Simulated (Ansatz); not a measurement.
## Zr, fcc: how the functional moves the structure

All rows: Ansatz, plane waves with scalar-relativistic PAW, 420 eV (500 eV for the SCAN forms), relaxed under each functional, no dispersion correction, no zero-point motion. B₀ comes from uniform scaling at fixed shape; a dash is a value not given.

```tsv
functional	V (Å³/atom)	cell	B₀ (GPa)	magnetic state	ΔE to hcp (meV/atom)
PBE	23.21	a = 4.528 Å	90	spin not included	38
r²SCAN	23.24	a = 4.530 Å	90	non-magnetic	56
PBEsol	22.24	a = 4.464 Å	96	spin not included	31
LDA	21.56	a = 4.418 Å	101	spin not included	25
revPBE	23.64	a = 4.556 Å	86	spin not included	41
RPBE	23.82	a = 4.567 Å	85	spin not included	43
BLYP	24.02	a = 4.580 Å	85	spin not included	39
```

LDA gives the smallest volume and BLYP the largest.
